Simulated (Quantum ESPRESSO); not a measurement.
# InP: zone-centre phonons under several settings

```
In P
1.0
     0.00000    2.93050    2.93050
     2.93050    0.00000    2.93050
     2.93050    2.93050    0.00000
In P
1 1
Direct
  0.00000 0.00000 0.00000
  0.75000 0.75000 0.75000
```

All runs used Quantum ESPRESSO 7.5; k mesh 4 × 4 × 4, shifted; relaxed cell; no spin polarisation; cutoff 952 eV; occupations smeared at first, fixed for the response.

| level | potentials | volume (Å³/atom) | pressure (GPa) | lowest optical mode without the field (cm⁻¹) | sum of the Born charges (e) |
| --- | --- | --- | --- | --- | --- |
| LDA | PseudoDojo 0.4.1 SR LDA standard | 24.68 | 0.0 | 304 | -0.10 |
| PBE | PseudoDojo 0.4.1 SR PBE standard | 26.47 | 0.0 | 285 | -0.08 |
| PBEsol | PseudoDojo 0.4.1 SR PBEsol standard | 25.43 | 0.0 | 296 | -0.09 |
| RPBE | PseudoDojo 0.4.1 SR PBE standard | 27.13 | 0.1 | 277 | -0.07 |
| revPBE | PseudoDojo 0.4.1 SR PBE standard | 26.95 | 0.1 | 279 | -0.08 |
| PW91 | PseudoDojo 0.4.1 SR PBE standard | 26.45 | 0.0 | 285 | -0.09 |
| vdW-DF-cx | PseudoDojo 0.4.1 SR PBE standard | ? | 0.0 | ? | ? |

Q: What stands in the row left open?

A: Volume 25.70 Å³/atom; lowest optical mode without the field 295 cm⁻¹; sum of the Born charges -0.09 e.

Caveats: the potentials were made for another functional, which shifts forces and pressure (some runs).

For the row left open. Caveat: the mesh is thin for the dielectric tensor, Born charges and intensities, which usually come out too large; the potentials were made for another functional, which shifts forces and pressure; the Born charges break their sum rule by 0.09 e, a sign of too thin a mesh.
